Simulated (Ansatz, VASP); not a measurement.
# SiSe2: VASP beside Ansatz

```
CELL_PARAMETERS angstrom
-2.88000 3.01500 4.88000
2.88000 -3.01500 4.88000
2.88000 3.01500 -4.88000
ATOMIC_POSITIONS crystal
Si 0.25000 0.25000 0.00000
Si 0.75000 0.75000 0.00000
Se 0.12100 0.79800 0.91900
Se 0.87900 0.20200 0.08100
Se 0.62100 0.70200 0.32300
Se 0.37900 0.29800 0.67700
```

Alike in both runs: task single point; functional PBE; dispersion D3(BJ); k mesh 4 × 4 × 4; occupations gaussian, width 0.1 eV; no spin polarisation.

|  | VASP | Ansatz |
| --- | --- | --- |
| version | VASP 6.6.1 | Ansatz 0.2.0 |
| potentials or method | VASP PAW PBE potentials, release 64 (Si, Se) | scalar-relativistic, plane waves, PAW |
| plane-wave cutoff (eV) | 520 | 420 |
| valence electrons in the cell | 32 | 72 |

Ansatz gave:

- gap on the k mesh at the Fermi level (eV): none
- pressure (GPa): -5.0
- largest component of the traceless stress (GPa): 0.74
- rms of the force components (eV/Å): 0.291

Estimate VASP's values.

gap on the k mesh at the Fermi level (eV): none; pressure (GPa): -4.9; largest component of the traceless stress (GPa): 0.73; rms of the force components (eV/Å): 0.290.

Atom by atom the forces differ by 0.001 eV/Å (rms over components). A gap of «none» marks a metal or a gap that the smearing closes. The functional is the same, so the differences come from potentials, cutoffs and numerics. The two sets of potentials don't hold the same shells in valence.

Caveats: the k mesh is coarse (spacing up to 0.38 Å⁻¹), so the values aren't converged; pairwise dispersion overbinds metals, which lowers pressure and volume.
